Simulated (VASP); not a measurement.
Input:

```xyz
4
Lattice="1.3500 -2.3383 0.0000 1.3500 2.3383 0.0000 0.0000 0.0000 4.3800" Properties=species:S:1:pos:R:3 pbc="T T T"
Be     1.3500    -0.7794     2.1900
Be     1.3500     0.7794     0.0000
O      1.3500    -0.7794     3.8456
O      1.3500     0.7794     1.6556
```

Calculation: PBE GGA, VASP's PBE PAW potentials (set 64) (plane waves; VASP). Run with 520 eV cut-off, 8×8×5 Γ-centred mesh, Gaussian smearing of 0.050 eV, potentials Be O.

Problem. Estimate the energy per atom (σ→0), pressure.

Solution. 
```json
{
 "energy per atom (σ→0)": "-686.4 kJ/mol-atom",
 "pressure": "34.3 kbar"
}
```

Total energies compare only between runs with the same potentials, cut-off and functional.

The compound is BeO in the wurtzite structure. The cell was not relaxed at this level.
